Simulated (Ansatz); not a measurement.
## Tc in Ansatz: the effect of functional

The system is Tc.

```
CELL_PARAMETERS angstrom
2.74000 0.00000 0.00000
-1.37000 2.37291 0.00000
0.00000 0.00000 4.39800
ATOMIC_POSITIONS crystal
Tc 0.66667 0.33333 0.75000
Tc 0.33333 0.66667 0.25000
```

Alike in all runs:

```yaml
Program: Ansatz 0.2.0
Task: band structure
Potentials_or_basis: Ansatz PAW earlier set
Cutoff: "500 eV (not typed: the program's choice for these potentials)"
k_mesh: 6 × 6 × 4
Occupations: fermi-dirac, width 0.05 eV
Spin: no spin polarisation
```

Task: One run gave: pressure -11.2 GPa. Which functional did it use?
A. LDA
B. RPBE
C. PBEsol
D. BLYP
E. revPBE

Result: A.

```csv
functional,pressure (GPa)
LDA,-11.2
PBEsol,-5.8
RPBE,7.6
revPBE,6.4
BLYP,16.1
r2SCAN,-1.4
```

Caveats: all runs use coarse meshes; the PAW data sets come from PBE, with cores solved anew for the run's functional, which leaves a small shift of forces and pressure.

Runs at the PBE level aren't shown here.
